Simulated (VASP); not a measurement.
# Ru (P6_3/mmc) in VASP: notebook

Runs on Ru. Level: PBE. Tasks: relaxation of cell and atoms.

Everything below comes from runs of VASP 6.6.1. Logs are shortened: lines on timing, memory, paths and dates and some standing lists are left out, and cuts for length are marked.

## (1) The crystal as given

It takes space group P6_3/mmc (No. 194, hexagonal). The conventional cell has a = 2.706 Å, b = 2.706 Å, c = 4.282 Å, α = 90.00°, β = 90.00°, γ = 120.00°. Ru (site symmetry -6m2) is surrounded by 12 Ru at 2.65 to 2.71 Å.

## (2) Relaxation of cell and atoms, PBE

INCAR reads:

```
ALGO = Normal
EDIFF = 1E-6
EDIFFG = -0.01
ENCUT = 520
GGA = PE
IBRION = 2
ISIF = 3
ISMEAR = 0
LASPH = T
LCHARG = F
LREAL = F
LWAVE = F
NELM = 120
NSW = 90
PREC = Accurate
SIGMA = 0.1
```

KPOINTS reads:

```
k-points
0
Gamma
  18 18 10
```

POSCAR reads:

```
Ru
1.0
    2.7058000000      0.0000000000      0.0000000000
   -1.3529000000      2.3432915400      0.0000000000
    0.0000000000      0.0000000000      4.2819000000
Ru
2
Direct
    0.3333333300      0.6666666700      0.2500000000
    0.6666666700      0.3333333300      0.7500000000
```

Potentials or basis: VASP PAW PBE potentials, release 64 (Ru_pv).

Command:

```console
cat potpaw_PBE.64/Ru_pv/POTCAR > POTCAR
mpirun -np 1 vasp_std > vasp.out
```

OUTCAR:

```text
EDIFF = 1E-6
   EDIFFG = -0.01
   ENCUT = 520
   GGA = PE
   IBRION = 2
   ISIF = 3
   ISMEAR = 0
   LASPH = T
   LREAL = F
   NELM = 120
   NSW = 90
   PREC = Accurate

 ion  position               nearest neighbor table
   1  0.333  0.667  0.250-   2 2.65   2 2.65   2 2.65   2 2.65   2 2.65   2 2.65
   2  0.667  0.333  0.750-   1 2.65   1 2.65   1 2.65   1 2.65   1 2.65   1 2.65

  LATTYP: Found a hexagonal cell.
 ALAT       =     2.7058000000
 C/A-ratio  =     1.5824894671

  Lattice vectors:

 A1 = (   2.7058000000,   0.0000000000,   0.0000000000)
 A2 = (  -1.3529000000,   2.3432915400,   0.0000000000)
 A3 = (   0.0000000000,   0.0000000000,   4.2819000000)

Analysis of symmetry for initial positions (statically):
=====================================================================
 Subroutine PRICEL returns:
 Original cell was already a primitive cell.

 Routine SETGRP: Setting up the symmetry group for a
 hexagonal supercell.

 Subroutine GETGRP returns: Found 24 space group operations
 (whereof 12 operations were pure point group operations)
 out of a pool of 24 trial point group operations.

The static configuration has the point symmetry D_3d.
 The point group associated with its full space group is D_6h.

Analysis of symmetry for dynamics (positions and initial velocities):
=====================================================================
 Subroutine PRICEL returns:
 Original cell was already a primitive cell.

 Routine SETGRP: Setting up the symmetry group for a
 hexagonal supercell.

 Subroutine GETGRP returns: Found 24 space group operations
 (whereof 12 operations were pure point group operations)
 out of a pool of 24 trial point group operations.

The dynamic configuration has the point symmetry D_3d.
 The point group associated with its full space group is D_6h.

 Subroutine INISYM returns: Found 24 space group operations
 (whereof 12 operations are pure point group operations),
 and found     1 'primitive' translations

----------------------------------------------------------------------------------------

                                     Primitive cell

  volume of cell :      27.1493

  direct lattice vectors                    reciprocal lattice vectors
     2.705800000  0.000000000  0.000000000     0.369576465  0.213375072  0.000000000
    -1.352900000  2.343291540  0.000000000     0.000000000  0.426750143  0.000000000
     0.000000000  0.000000000  4.281900000     0.000000000  0.000000000  0.233541185

  length of vectors
     2.705800000  2.705800002  4.281900000     0.426750143  0.426750143  0.233541185

  position of ions in fractional coordinates (direct lattice)
     0.333333330  0.666666670  0.250000000
     0.666666670  0.333333330  0.750000000

  ion indices of the primitive-cell ions
   primitive index   ion index
                 1           1
                 2           2

----------------------------------------------------------------------------------------

 KPOINTS: k-points

Automatic generation of k-mesh.
 Grid dimensions read from file:
 generate k-points for:   18   18   10

 Generating k-lattice:

  Cartesian coordinates                     Fractional coordinates (reciprocal lattice)
     0.020532026  0.011854171  0.000000000     0.055555556  0.000000000  0.000000000
     0.000000000  0.023708341  0.000000000     0.000000000  0.055555556  0.000000000
     0.000000000  0.000000000  0.023354118     0.000000000  0.000000000  0.100000000

  Length of vectors
     0.023708341  0.023708341  0.023354118

  Shift w.r.t. Gamma in fractional coordinates (k-lattice)
     0.000000000  0.000000000  0.000000000

 Subroutine IBZKPT returns following result:
 ===========================================

 Found    222 irreducible k-points:

 Following reciprocal coordinates:
            Coordinates               Weight
  0.000000  0.000000  0.000000      1.000000
  0.055556 -0.000000  0.000000      6.000000
  0.111111 -0.000000  0.000000      6.000000
  0.166667 -0.000000  0.000000      6.000000
  0.222222  0.000000  0.000000      6.000000
  0.277778 -0.000000  0.000000      6.000000
[... 16 lines left out ...]
  0.333333  0.111111  0.000000     12.000000
  0.388889  0.111111  0.000000     12.000000
 [... further k-points ...]
   k-points           NKPTS =    222   k-points in BZ     NKDIM =    222   number of bands    NBANDS=     18
   number of dos      NEDOS =    301   number of ions     NIONS =      2
   total plane-waves  NPLWV =  12800
   dimension x,y,z NGX =    20 NGY =   20 NGZ =   32
   dimension x,y,z NGXF=    40 NGYF=   40 NGZF=   64
   ions per type =               2
   NGX,Y,Z   is equivalent  to a cutoff of  12.29, 12.29, 12.42 a.u.
   NGXF,Y,Z  is equivalent  to a cutoff of  24.58, 24.58, 24.85 a.u.
 SYSTEM =  unknown system
   PREC   = accura    normal or accurate (medium, high low for compatibility)
   ISTART =      0    job   : 0-new  1-cont  2-samecut
   ICHARG =      2    charge: 1-file 2-atom 10-const
   ISPIN  =      1    spin polarized calculation?
   LNONCOLLINEAR =      F non collinear calculations
   LSORBIT =      F    spin-orbit coupling
   LASPH  =      T    aspherical Exc in radial PAW
   ENCUT  =  520.0 eV  38.22 Ry    6.18 a.u.   5.03  5.03  7.96*2*pi/ulx,y,z
   NELM   =    120;   NELMIN=  2; NELMDL= -5     # of ELM steps
   EDIFF  = 0.1E-05   stopping-criterion for ELM
   LREAL  =      F    real-space projection
   EDIFFG = -.1E-01   stopping-criterion for IOM
   NSW    =     90    number of steps for IOM
   IBRION =      2    ionic relax: 0-MD 1-quasi-New 2-CG
   NFREE  =      1    steps in history (QN), initial steepest desc. (CG)
   ISIF   =      3    stress and relaxation
   ISYM   =      2    0-nonsym 1-usesym 2-fastsym
   POTIM  = 0.5000    time-step for ionic-motion
   TEBEG  =    0.0;   TEEND  =   0.0 temperature during run
   PSTRESS=    0.0 pullay stress
   NELECT =      28.0000    total number of electrons
   NUPDOWN=      -1.0000    fix difference up-down
   EMIN   =  10.00;   EMAX   =-10.00  energy-range for DOS
   EFERMI =   0.00;   METHOD = LEGACY
   ISMEAR =     0;   SIGMA  =   0.10  broadening in eV -4-tet -1-fermi 0-gaus
   EFERMI_NEDOS =   21; number of points for ismear=-14 and -15
   IALGO  =     38    algorithm
   IMIX   =      4    mixing-type and parameters
     AMIX     =   0.40;   BMIX     =  1.00
     AMIX_MAG =   1.60;   BMIX_MAG =  1.00
  volume/ion in A,a.u.               =      13.57        91.61
  Fermi-wavevector in a.u.,A,eV,Ry     =   1.654022  3.125649 37.222674  2.735789
  Thomas-Fermi vector in A             =   2.742361
   LORBIT       =      0    0 simple, 1 ext, 2 COOP (PROOUT), +10 PAW based schemes
   GGA     = PE    functional components
   LHFCALC =     F    Hartree Fock is set to
   AEXX    =    0.0000 exact exchange contribution
   IVDW    =     0    specifies the selected vdW correction
   LEPSILON=     F    determine dielectric tensor
   LRPA    =     F    only Hartree local field effects (RPA)
 conjugate gradient relaxation of ions
 non-spin polarized calculation
 Gauss-broadening in eV      SIGMA  =   0.10
  energy-cutoff  :      520.00
  volume of cell :       27.15
 maximum number of plane-waves:       752
 NGX is ok and might be reduce to    20
   NGX =  9   NGY =  9   NGZ = 15

--------------------------------------- Ionic step        1  -------------------------------------------

 number of electron      28.0000008 magnetization

 Free energy of the ion-electron system (eV)
  ---------------------------------------------------
  ext. energy  EPLUGINS =         0.00000000
  ---------------------------------------------------
  free energy    TOTEN  =       -18.46641886 eV

  energy without entropy =      -18.45732426  energy(sigma->0) =      -18.46187156

------------------------ aborting loop because EDIFF is reached ----------------------------------------

  FORCE on cell =-STRESS in cart. coord.  units (eV):
  Direction    XX          YY          ZZ          XY          YZ          ZX
  --------------------------------------------------------------------------------------
  -------------------------------------------------------------------------------------
  Total        0.7714132      0.7714132      0.6892512      0.0000000      0.0000000     -0.0000000
  in kB       45.5238637     45.5238638     40.6751909      0.0000000      0.0000000     -0.0000000
  external PRESSURE =      43.9076395 kB  Pullay stress =       0.0000000 kB
[... 201 lines left out ...]
  energy  without entropy=      -18.4621536680  energy(sigma->0) =      -18.46681117

--------------------------------------- Ionic step        7  -------------------------------------------

 number of electron      28.0000013 magnetization

 Free energy of the ion-electron system (eV)
  ---------------------------------------------------
  ext. energy  EPLUGINS =         0.00000000
  ---------------------------------------------------
  free energy    TOTEN  =       -18.47147567 eV

  energy without entropy =      -18.46216991  energy(sigma->0) =      -18.46682279

 E-fermi :  12.5954     XC(G=0): -14.0378

 val. band max:       12.5929617069   @ k =   0.1667   0.1111   0.3000
 cond. band min:      12.5979541801   @ k =   0.4444   0.1111   0.5000
 fundamental gap:      0.0049924732
 Fermi energy:        12.5954230322

 k-point     1 :       0.0000    0.0000    0.0000
  band No.  band energies     occupation
      1     -30.9987      2.00000
      2     -30.1039      2.00000
      3     -30.1039      2.00000
      4     -29.9391      2.00000
      5     -29.9391      2.00000
      6     -29.8999      2.00000
[... 10 lines left out ...]
     17      13.7606      0.00000
     18      13.8997      0.00000
[... 466 lines left out ...]
      2     -30.5935      2.00000
      3     -30.5388      2.00000
      4     -30.3591      2.00000
      5     -30.1794      2.00000
      6     -30.1035      2.00000
[... 10 lines left out ...]
     17      16.2814      0.00000
     18      19.8917      0.00000

 [... further k-points ...]

------------------------ aborting loop because EDIFF is reached ----------------------------------------

  FORCE on cell =-STRESS in cart. coord.  units (eV):
  Direction    XX          YY          ZZ          XY          YZ          ZX
  --------------------------------------------------------------------------------------
  -------------------------------------------------------------------------------------
  Total        0.0156033      0.0156033      0.0172052      0.0000000      0.0000000      0.0000000
  in kB        0.9086174      0.9086174      1.0018998      0.0000000      0.0000000      0.0000000
  external PRESSURE =       0.9397115 kB  Pullay stress =       0.0000000 kB
[... 17 lines left out ...]
  FREE ENERGIE OF THE ION-ELECTRON SYSTEM (eV)
  ---------------------------------------------------
  free  energy   TOTEN  =       -18.4714756718 eV

  energy  without entropy=      -18.4621699103  energy(sigma->0) =      -18.46682279

 reached required accuracy - stopping structural energy minimisation
```

Wall time 2.4 min (1 thread of Intel Xeon Platinum 8488C (Sapphire Rapids), shared host); peak memory 0.2 GiB.

What came out:

```yaml
Free_energy: -18.4715 eV
Relaxed_volume: 13.76 Å³/atom
Relaxed_cell: a = 2.719 Å, b = 2.719 Å, c = 4.296 Å, α = 90.00°, β = 90.00°, γ = 120.00°
Space_group_after_relaxing_to_0.05_Å: P6_3/mmc (No. 194)
Energy_gained_by_relaxing: 2.5 meV/atom
Ionic_steps: 7
Pressure_after_relaxing: 0.1 GPa
Band_gap_on_the_k_mesh: none (metal or under the smearing width)
```

Step by step:
```csv
step,energy change (eV),largest force (eV/Å),pressure (GPa),volume (Å³)
1,0.0000,0.0000,4.39,27.15
2,0.0358,0.0000,-11.31,28.64
3,-0.0050,0.0000,-0.07,27.53
4,-0.0050,0.0000,-0.02,27.52
5,-0.0050,0.0000,0.06,27.51
6,-0.0050,0.0000,0.08,27.51
7,-0.0051,0.0000,0.09,27.51
```

Final structure:
```
CELL_PARAMETERS angstrom
2.71940 0.00000 0.00000
-1.35970 2.35507 0.00000
0.00000 0.00000 4.29603
ATOMIC_POSITIONS crystal
Ru 0.33333 0.66667 0.25000
Ru 0.66667 0.33333 0.75000
```

## (3) Relaxation of cell and atoms, PBE

This run uses another cell than the first one, of 13.76 Å³/atom, 1.013 times its volume.

INCAR reads:

```
ALGO = Normal
EDIFF = 1E-7
EDIFFG = -0.005
ENCUT = 520
GGA = PE
IBRION = 2
ISIF = 3
ISMEAR = 0
LASPH = T
LCHARG = F
LREAL = F
LWAVE = F
NELM = 120
NSW = 60
POTIM = 0.3
PREC = Accurate
SIGMA = 0.1
```

KPOINTS is that of step 2.

POSCAR reads:

```
Ru                                      
1.0
    2.7194038520     -0.0000000000      0.0000000000
   -1.3597019260      2.3550728214     -0.0000000000
   -0.0000000000      0.0000000000      4.2960282886
  Ru            
     2
Direct
     0.3333333300000021    0.6666666699999979    0.2500000000000000
     0.6666666699999979    0.3333333300000021    0.7500000000000000
```

Potentials or basis: VASP PAW PBE potentials, release 64 (Ru_pv).

Command:

```console
cat potpaw_PBE.64/Ru_pv/POTCAR > POTCAR
mpirun -np 1 vasp_std > vasp.out
```

Wall time 83 s (1 thread of Intel Xeon Platinum 8488C (Sapphire Rapids), shared host); peak memory 0.21 GiB.

The run converged. Its results:

| Property | Result |
| --- | --- |
| Free energy | -18.4717 eV |
| Relaxed volume | 13.76 Å³/atom |
| Relaxed cell | a = 2.720 Å, b = 2.720 Å, c = 4.296 Å, α = 90.00°, β = 90.00°, γ = 120.00° |
| Space group after relaxing (to 0.05 Å) | P6_3/mmc (No. 194) |
| Energy gained by relaxing | 0.0 meV/atom |
| Ionic steps | 3 |
| Pressure after relaxing | 0.0 GPa |
| Band gap on the k mesh | none (metal or under the smearing width) |

Final structure:
```
CELL_PARAMETERS angstrom
2.71963 0.00000 0.00000
-1.35982 2.35527 0.00000
0.00000 0.00000 4.29642
ATOMIC_POSITIONS crystal
Ru 0.33333 0.66667 0.25000
Ru 0.66667 0.33333 0.75000
```

Levels at points of the mesh, in eV from the Fermi level:
```
           k point  band 12  band 13  band 14  band 15  band 16  band 17
(0.00, 0.00, 0.00)    -1.87    -1.87    -1.37    -1.37     1.16     1.16
(0.50, 0.00, 0.00)    -1.77    -1.48     1.39     1.80     1.88     4.00
(0.00, 0.00, 0.50)    -2.70    -2.65    -2.65     0.54     0.54     0.54
(0.50, 0.00, 0.50)    -1.03     0.45     0.45     1.64     1.64     3.35
```
